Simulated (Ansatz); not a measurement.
Runs of Ansatz 0.2.0 on Re. The structure is hexagonal, space group P6_3/mmc (No. 194). The conventional cell has a = 2.761 Å, b = 2.761 Å, c = 4.458 Å, α = 90.00°, β = 90.00°, γ = 120.00°. Re (site symmetry -6m2) has 12 Re at 2.74 to 2.76 Å as nearest neighbours. 

| level | gap on the mesh (eV) | pressure (GPa) | relaxed volume (Å³/atom) |
| --- | --- | --- | --- |
| PBE+D3(BJ) | none | 0.0 | 14.66 |
| PBE+D3(BJ)-ATM | none | 0.0 | 14.72 |
| PBE | none | 0.0 | (a) |
| PBE+D4 | none | 0.0 | 14.67 |

Alike in all rows: task relaxation of cell and atoms; potentials or basis Ansatz PAW; no spin polarisation; cell relaxed; k mesh 11 × 11 × 6; cutoff (eV) 420; smearing fermi-dirac 0.05 eV.

Q: Fill in the values left out.

A: (a) 14.95.

Caveats: the plane-wave basis is chosen anew once the cell has moved, so the energies of steps on either side of that aren't comparable; pairwise dispersion overbinds metals, which lowers pressure and volume (some runs).

A k mesh can miss the band edges, and the runs leave out spin-orbit coupling on Re.

A gap of «none» marks a metal or a gap under the smearing width.
